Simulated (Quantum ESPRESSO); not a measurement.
# TiSi (Cmmm) in Quantum ESPRESSO: reference runs

Aim: a first look at TiSi with PBEsol, on the cell as given and on a disturbed one.

All numbers are computed with Quantum ESPRESSO 7.5; they aren't measurements. Logs are shortened: lines on timing, memory, paths and dates and some standing lists are left out, and cuts for length are marked.

**1. The structure**

Symmetry: Cmmm, No. 65, orthorhombic system. Conventional cell: a = 3.632 Å, b = 4.235 Å, c = 3.804 Å, α = 90.00°, β = 90.00°, γ = 90.00°. Ti (site symmetry mmm) is surrounded by 8 Si at 2.63 to 2.85 Å and 4 Ti at 2.79 Å. Si (site symmetry mmm) has 8 Ti at 2.63 to 2.85 Å and 4 Si at 2.79 Å as nearest neighbours.

The cell comes from a database or a generator and needn't be the stable form of this composition.

**2. Single point, PBEsol**

Contents of pw.in:

```
&CONTROL
  calculation = 'scf'
  prefix = 'pwscf'
  outdir = './tmp'
  pseudo_dir = './pseudo'
  tprnfor = .true.
  tstress = .true.
  disk_io = 'low'
/
&SYSTEM
  ibrav = 0
  celldm(1) = 8
  nat = 2
  ntyp = 2
  ecutwfc = 45
  ecutrho = 360
  nbnd = 14
  occupations = 'smearing'
  smearing = 'fd'
  degauss = 0.00367493
/
&ELECTRONS
  conv_thr = 4d-10
  electron_maxstep = 120
  mixing_beta = 0.5
/
ATOMIC_SPECIES
Ti    47.8670 ti_pbesol_v1.4.uspp.F.UPF
Si    28.0850 si_pbesol_v1.uspp.F.UPF
CELL_PARAMETERS alat
  0.4290098766963  -0.5002161743668   0.0000000000000
  0.4290098766963   0.5002161743668   0.0000000000000
  0.0000000000000   0.0000000000000   0.8985491820190
ATOMIC_POSITIONS crystal
Ti     0.5000000000    0.5000000000    0.0000000000
Si     0.0000000000    0.0000000000    0.5000000000
K_POINTS automatic
10 10 7 0 0 0
```

Contents of pp_density.in:

```
&INPUTPP
  prefix = 'pwscf'
  outdir = './tmp'
  filplot = 'density.dat'
  plot_num = 0
/
&PLOT
  nfile = 1
  filepp(1) = 'density.dat'
  iflag = 3
  output_format = 6
  fileout = 'density.cube'
/
```

Contents of pp_potential.in:

```
&INPUTPP
  prefix = 'pwscf'
  outdir = './tmp'
  filplot = 'potential.dat'
  plot_num = 11
/
&PLOT
  nfile = 1
  filepp(1) = 'potential.dat'
  iflag = 3
  output_format = 6
  fileout = 'potential.cube'
/
```

Potentials or basis: GBRV 1.5 PBEsol.

Launch:

```bash
OMP_NUM_THREADS=1 mpirun -n 2 pw.x -nk 2 -in pw.in > pw.out
OMP_NUM_THREADS=1 mpirun -n 1 pp.x -in pp_density.in > pp_density.out
OMP_NUM_THREADS=1 mpirun -n 1 pp.x -in pp_potential.in > pp_potential.out
```

pw.out:

```text
This program is part of the open-source Quantum ESPRESSO suite
     for quantum simulation of materials; please cite
[... 6 lines left out ...]
     using ibrav=0 with symmetry is DISCOURAGED, use correct ibrav instead

     K-points division:     npool     =       2
     Subspace diagonalization in iterative solution of the eigenvalue problem:
     a serial algorithm will be used

     G-vector sticks info
     --------------------
     sticks:   dense  smooth     PW     G-vecs:    dense   smooth      PW
     Sum         781     399    133                22771     8065    1541

     Using Slab Decomposition

     bravais-lattice index     =            0
     lattice parameter (alat)  =       8.0000  a.u.
     unit-cell volume          =     197.4544 (a.u.)^3
     number of atoms/cell      =            2
     number of atomic types    =            2
     number of electrons       =        16.00
     number of Kohn-Sham states=           14
     kinetic-energy cutoff     =      45.0000  Ry
     charge density cutoff     =     360.0000  Ry
     scf convergence threshold =      4.0E-10
     mixing beta               =       0.5000
     number of iterations used =            8  plain     mixing
     Exchange-correlation= SLA  PW   PSX  PSC
                           (   1   4  10   8   0   0   0)

     celldm(1)=   8.000000  celldm(2)=   0.000000  celldm(3)=   0.000000
     celldm(4)=   0.000000  celldm(5)=   0.000000  celldm(6)=   0.000000

     crystal axes: (cart. coord. in units of alat)
               a(1) = (   0.429010  -0.500216   0.000000 )
               a(2) = (   0.429010   0.500216   0.000000 )
               a(3) = (   0.000000   0.000000   0.898549 )

     reciprocal axes: (cart. coord. in units 2 pi/alat)
               b(1) = (  1.165474 -0.999568  0.000000 )
               b(2) = (  1.165474  0.999568 -0.000000 )
               b(3) = ( -0.000000  0.000000  1.112905 )

     PseudoPot. # 1 for Ti read from file:
     ti_pbesol_v1.4.uspp.F.UPF
     Pseudo is Ultrasoft + core correction, Zval = 12.0
     Generated by new atomic code, or converted to UPF format
     Using radial grid of  851 points,  6 beta functions with:
                l(1) =   0
                l(2) =   0
                l(3) =   1
                l(4) =   1
                l(5) =   2
                l(6) =   2
     Q(r) pseudized with  6 coefficients,  rinner =    1.000   1.000   1.000
                                                       1.000   1.000

     PseudoPot. # 2 for Si read from file:
     si_pbesol_v1.uspp.F.UPF
     Pseudo is Ultrasoft + core correction, Zval =  4.0
     Generated by new atomic code, or converted to UPF format
     Using radial grid of  899 points,  6 beta functions with:
                l(1) =   0
                l(2) =   0
                l(3) =   1
                l(4) =   1
                l(5) =   2
                l(6) =   2
     Q(r) pseudized with  8 coefficients,  rinner =    0.900   0.900   0.900
                                                       0.900   0.900

     atomic species   valence    mass     pseudopotential
     Ti               12.00    47.86700     Ti( 1.00)
     Si                4.00    28.08500     Si( 1.00)

      8 Sym. Ops., with inversion, found

   Cartesian axes

     site n.     atom                  positions (alat units)
         1        Ti     tau(   1) = (   0.4290099   0.0000000   0.0000000  )
         2        Si     tau(   2) = (   0.0000000   0.0000000   0.4492746  )

     number of k points=   124  Fermi-Dirac smearing, width (Ry)=  0.0037

     Number of k-points >= 100: set verbosity='high' to print them.

     Dense  grid:    22771 G-vectors     FFT dimensions: (  32,  32,  45)

     Smooth grid:     8065 G-vectors     FFT dimensions: (  24,  24,  32)

     Check: negative core charge=   -0.000009

     Initial potential from superposition of free atoms

     starting charge      14.9993, renormalised to      16.0000

     negative rho (up, down):  9.307E-04 0.000E+00
     Starting wfcs are   14 randomized atomic wfcs

     Self-consistent Calculation

     iteration #  1     ecut=    45.00 Ry     beta= 0.50
     Davidson diagonalization with overlap
     ethr =  1.00E-02,  avg # of iterations =  3.8

     negative rho (up, down):  9.223E-04 0.000E+00

     total energy              =    -128.67828023 Ry
     estimated scf accuracy    <       0.34549711 Ry

     iteration #  2     ecut=    45.00 Ry     beta= 0.50
     Davidson diagonalization with overlap
     ethr =  2.16E-03,  avg # of iterations =  2.4

     negative rho (up, down):  7.944E-04 0.000E+00

     total energy              =    -128.72599688 Ry
     estimated scf accuracy    <       0.34502313 Ry

     iteration #  3     ecut=    45.00 Ry     beta= 0.50
     Davidson diagonalization with overlap
     ethr =  2.16E-03,  avg # of iterations =  1.4

     negative rho (up, down):  7.301E-04 0.000E+00

     total energy              =    -128.79384256 Ry
     estimated scf accuracy    <       0.01251936 Ry

     iteration #  4     ecut=    45.00 Ry     beta= 0.50
     Davidson diagonalization with overlap
     ethr =  7.82E-05,  avg # of iterations =  2.7

     negative rho (up, down):  6.862E-04 0.000E+00

     total energy              =    -128.79617987 Ry
     estimated scf accuracy    <       0.00019453 Ry

     iteration #  5     ecut=    45.00 Ry     beta= 0.50
     Davidson diagonalization with overlap
     ethr =  1.22E-06,  avg # of iterations =  4.2

     negative rho (up, down):  6.708E-04 0.000E+00

     total energy              =    -128.79622681 Ry
     estimated scf accuracy    <       0.00001402 Ry

     iteration #  6     ecut=    45.00 Ry     beta= 0.50
     Davidson diagonalization with overlap
     ethr =  8.76E-08,  avg # of iterations =  2.3

     negative rho (up, down):  6.692E-04 0.000E+00

     total energy              =    -128.79622880 Ry
     estimated scf accuracy    <       0.00000050 Ry

     iteration #  7     ecut=    45.00 Ry     beta= 0.50
     Davidson diagonalization with overlap
     ethr =  3.12E-09,  avg # of iterations =  2.9

     negative rho (up, down):  6.690E-04 0.000E+00

     total energy              =    -128.79622899 Ry
     estimated scf accuracy    <       0.00000012 Ry

     iteration #  8     ecut=    45.00 Ry     beta= 0.50
     Davidson diagonalization with overlap
     ethr =  7.61E-10,  avg # of iterations =  2.1

     negative rho (up, down):  6.690E-04 0.000E+00

     total energy              =    -128.79622902 Ry
     estimated scf accuracy    <       0.00000002 Ry

     iteration #  9     ecut=    45.00 Ry     beta= 0.50
     Davidson diagonalization with overlap
     ethr =  1.18E-10,  avg # of iterations =  1.6

     negative rho (up, down):  6.690E-04 0.000E+00

     total energy              =    -128.79622902 Ry
     estimated scf accuracy    <          6.5E-10 Ry

     iteration # 10     ecut=    45.00 Ry     beta= 0.50
     Davidson diagonalization with overlap
     ethr =  4.04E-12,  avg # of iterations =  3.0

     negative rho (up, down):  6.690E-04 0.000E+00

     End of self-consistent calculation

     Number of k-points >= 100: set verbosity='high' to print the bands.

     the Fermi energy is    13.2168 ev

!    total energy              =    -128.79622902 Ry
     estimated scf accuracy    <          2.7E-11 Ry
     smearing contrib. (-TS)   =      -0.00064572 Ry
     internal energy E=F+TS    =    -128.79558331 Ry

     The total energy is F=E-TS. E is the sum of the following terms:
     one-electron contribution =     -46.35871779 Ry
     hartree contribution      =      29.95457041 Ry
     xc contribution           =     -22.31609424 Ry
     ewald contribution        =     -90.07534169 Ry

     convergence has been achieved in  10 iterations

     negative rho (up, down):  6.690E-04 0.000E+00

     Forces acting on atoms (cartesian axes, Ry/au):

     atom    1 type  1   force =     0.00000000    0.00000000    0.00000000
     atom    2 type  2   force =     0.00000000    0.00000000    0.00000000

     Total force =     0.000000     Total SCF correction =     0.000000

     Computing stress (Cartesian axis) and pressure

     negative rho (up, down):  6.690E-04 0.000E+00
          total   stress  (Ry/bohr**3)                   (kbar)     P=      -43.49
  -0.00032492   0.00000000   0.00000000          -47.80        0.00        0.00
   0.00000000  -0.00029894   0.00000000            0.00      -43.98        0.00
   0.00000000   0.00000000  -0.00026303            0.00        0.00      -38.69

=------------------------------------------------------------------------------=
   JOB DONE.
=------------------------------------------------------------------------------=
```

Run time: 17 s. Hardware: 2 MPI ranks of Arm Neoverse V1, shared host; peak memory 0.2 GiB.

Results:

```yaml
Free_energy: -1752.3620 eV
Pressure: -4.3 GPa
Band_gap_on_the_k_mesh: none (metal or under the smearing width)
```

Levels at points of the mesh, in eV from the Fermi level:
```tsv
k point	band 6	band 7	band 8	band 9	band 10	band 11
(0.00, 0.00, 0.00)	-2.38	-1.61	-1.09	1.70	2.37	2.93
(0.00, -0.50, 0.00)	-6.28	-2.81	-0.80	1.68	2.37	4.31
(-0.50, -0.50, 0.00)	-3.70	-1.46	-1.24	-0.82	-0.27	2.89
```

**3. Single point, PBEsol (atoms moved at random, drawn with an rms of 0.05 Å)**

Contents of pw.in:

```
&CONTROL
  calculation = 'scf'
  prefix = 'pwscf'
  outdir = './tmp'
  pseudo_dir = './pseudo'
  tprnfor = .true.
  tstress = .true.
  disk_io = 'nowf'
/
&SYSTEM
  ibrav = 0
  nat = 2
  ntyp = 2
  ecutwfc = 45
  ecutrho = 360
  nbnd = 14
  occupations = 'smearing'
  smearing = 'fd'
  degauss = 0.00367493
/
&ELECTRONS
  conv_thr = 4d-10
  electron_maxstep = 120
  mixing_beta = 0.5
/
ATOMIC_SPECIES
Ti    47.8670 ti_pbesol_v1.4.uspp.F.UPF
Si    28.0850 si_pbesol_v1.uspp.F.UPF
CELL_PARAMETERS angstrom
   1.8161780000   -2.1176240000    0.0000000000
   1.8161780000    2.1176240000    0.0000000000
   0.0000000000    0.0000000000    3.8039340000
ATOMIC_POSITIONS crystal
Ti     0.4995610000    0.5087900000   -0.0065090000
Si     0.0071510000    0.0041520000    0.4894810000
K_POINTS automatic
10 10 7 0 0 0
```

Potentials or basis: GBRV 1.5 PBEsol.

Launch:

```bash
OMP_NUM_THREADS=1 mpirun -n 2 pw.x -nk 2 -in pw.in > pw.out
```

Run time: 38 s. Hardware: 2 MPI ranks of Arm Neoverse V1, shared host; peak memory 0.26 GiB.

Results (log left out):

| Property | Result |
| --- | --- |
| Free energy | -1752.3606 eV |
| Pressure | -4.3 GPa |
| Largest force | 0.130 eV/Å |
| Band gap on the k mesh | none (metal or under the smearing width) |

Forces on the atoms (eV/Å):
```
Ti   0.032 -0.025 -0.124
Si  -0.032  0.025  0.124
```

Stress tensor (GPa, compression positive):
```
-4.77  0.00 -0.01
 0.00 -4.37  0.03
-0.01  0.03 -3.83
```

Levels at points of the mesh, in eV from the Fermi level:
```csv
k point,band 5,band 6,band 7,band 8,band 9,band 10,band 11,band 12
"(0.00, 0.00, 0.00)",-11.66,-2.38,-1.61,-1.09,1.70,2.37,2.93,5.22
"(0.00, -0.50, 0.00)",-7.57,-6.28,-2.81,-0.80,1.68,2.37,4.31,4.82
"(-0.50, -0.50, 0.00)",-5.76,-3.70,-1.46,-1.24,-0.83,-0.27,2.88,3.21
"(0.50, 0.00, 0.00)",-7.57,-6.28,-2.81,-0.80,1.68,2.37,4.31,4.82
```
